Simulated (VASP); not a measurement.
Ti:

```
Ti
1.0
     0.00000    2.05457    2.05457
     2.05457    0.00000    2.05457
     2.05457    2.05457    0.00000
Ti
1
Direct
  0.00000 0.00000 0.00000
```

This isn't the form of Ti at room conditions, which is hcp.

```yaml
Program: VASP 6.6.1
Task: relaxation of cell and atoms
Functional: PBEsol
Potentials_or_basis: VASP PAW PBE potentials, release 64 (Ti_sv)
Cutoff: 600 eV
k_mesh: 18 × 18 × 18
Occupations: gaussian, width 0.1 eV
Spin: no spin polarisation
```

At the start: pressure -4.4 GPa; volume 17.35 Å³/atom.

Problem. How do energy, volume and symmetry change on relaxing?

Solution. Over 3 steps the energy falls by 10.1 meV/atom and the volume is 16.64 Å³/atom (-4.1 %); space group Fm-3m (No. 225, to 0.05 Å).

The path:
| step | energy change (eV) | largest force (eV/Å) | pressure (GPa) | volume (Å³) |
| --- | --- | --- | --- | --- |
| 1 | 0.0000 | 0.0000 | -4.42 | 17.35 |
| 2 | -0.0053 | 0.0000 | 3.37 | 16.17 |
| 3 | -0.0101 | 0.0000 | -0.01 | 16.64 |

Final structure:
```
Ti
1.0
     0.00000    2.02622    2.02622
     2.02622    0.00000    2.02622
     2.02622    2.02622    0.00000
Ti
1
Cartesian
  0.0000 0.0000 0.0000
```

Caveat: the PAW data sets were made with another functional, which shifts forces and pressure a little.
